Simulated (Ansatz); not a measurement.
## LiCl (F-43m) at 2 levels of theory

One geometry, relaxed with PBE; plane waves with PAW potentials in Ansatz, scalar-relativistic. No spin polarisation. Gaps are the least over mesh and band path; pressure is positive in compression.

```cif
data_structure
_symmetry_space_group_name_H-M 'F-43m'
_symmetry_Int_Tables_number 216
_cell_length_a 5.5156
_cell_length_b 5.5156
_cell_length_c 5.5156
_cell_angle_alpha 90.000
_cell_angle_beta 90.000
_cell_angle_gamma 90.000
_cell_volume 167.80
loop_
_atom_site_label
_atom_site_type_symbol
_atom_site_symmetry_multiplicity
_atom_site_Wyckoff_symbol
_atom_site_fract_x
_atom_site_fract_y
_atom_site_fract_z
_atom_site_occupancy
Li1 Li 4 c 0.25000 0.25000 0.25000 1
Cl1 Cl 4 b 0.50000 0.00000 0.00000 1
```

| level | cutoff (eV) | k mesh | gap (eV) | pressure (GPa) |
| --- | --- | --- | --- | --- |
| PBE | 420 | 8×8×8 | 5.96 | 0.0 |

Problem. What comes out on the same cell with r2SCAN?

Solution.
| level | cutoff (eV) | k mesh | gap (eV) | pressure (GPa) |
| --- | --- | --- | --- | --- |
| r2SCAN | 500 | 8×8×8 | 6.61 | -0.7 |

The structure comes from a generated guess; another structure or a mixture of phases may lie lower.
